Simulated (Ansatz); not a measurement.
# Strain and field gradients in Te₂Mo

Cell: a COD entry, its atoms then relaxed with PBE in this cell.

```yaml
crystal:
  lattice:
    - [6.33000, 0.00000, 0.00000]
    - [0.00000, 3.46900, 0.00000]
    - [-0.94679, 0.00000, 13.82762]
  atoms:
    - { symbol: Te, position: [0.55705, 0.75000, 0.35042] }
    - { symbol: Te, position: [0.44295, 0.25000, 0.64958] }
    - { symbol: Te, position: [0.58768, 0.25000, 0.10423] }
    - { symbol: Te, position: [0.41232, 0.75000, 0.89577] }
    - { symbol: Te, position: [0.09681, 0.75000, 0.14997] }
    - { symbol: Te, position: [0.90319, 0.25000, 0.85003] }
    - { symbol: Te, position: [0.05481, 0.25000, 0.39548] }
    - { symbol: Te, position: [0.94519, 0.75000, 0.60452] }
    - { symbol: Mo, position: [0.32072, 0.75000, 0.50673] }
    - { symbol: Mo, position: [0.67928, 0.25000, 0.49327] }
    - { symbol: Mo, position: [0.18137, 0.25000, 0.00767] }
    - { symbol: Mo, position: [0.81863, 0.75000, 0.99233] }
```

Sites (sets of like atoms) are named by element and the number of their first atom in this list.

Method: Kohn–Sham DFT in Ansatz, PBE, plane waves and PAW, scalar-relativistic, 420 eV cutoff, Γ-centred 7×13×4 k-points, Fermi–Dirac smearing 0.05 eV.

The cell is stretched along z (the third Cartesian axis of the run's cell), x and y held, and the ions relax again each time.

4 of the 6 sets of like atoms are followed.

```
strain along z (%)  Te1: V along z (10²¹ V/m²)  Te3: V along z (10²¹ V/m²)  Te5: V along z (10²¹ V/m²)  Te7: V along z (10²¹ V/m²)
                -3                           ?                           ?                           ?                           ?
                -2                      -13.75                      -13.52                      -14.48                      -13.00
                -1                      -14.30                      -14.69                      -14.97                      -14.37
                 0                      -14.95                      -15.96                      -15.57                      -15.79
                +1                      -15.65                      -17.33                      -16.23                      -17.25
                +2                      -16.20                      -18.56                      -16.71                      -18.51
                +3                      -16.72                      -19.71                      -17.18                      -19.65
```

**Question.** Estimate the row at -3 % from the others.

**Answer.** Te1: -13.15; Te3: -12.37; Te5: -13.95; Te7: -11.61. Worked for Te1: a straight line through the other 6 rows has a slope of -0.606 × 10²¹ V/m² per per cent of strain and gives -13.14 at -3 %, against -13.15 from the run, so the response is nearly linear here. Worked for Te3: a straight line through the other 6 rows has a slope of -1.254 × 10²¹ V/m² per per cent of strain and gives -12.24 at -3 %, against -12.37 from the run, so the response is nearly linear here.

With no gap above 0.1 eV, as in a metal, the gradients converge slowly in k; expect changes of a tenth or more on a denser mesh. Without spin–orbit coupling the gradients at and beside Te can be off by some per cent, at some sites by more.
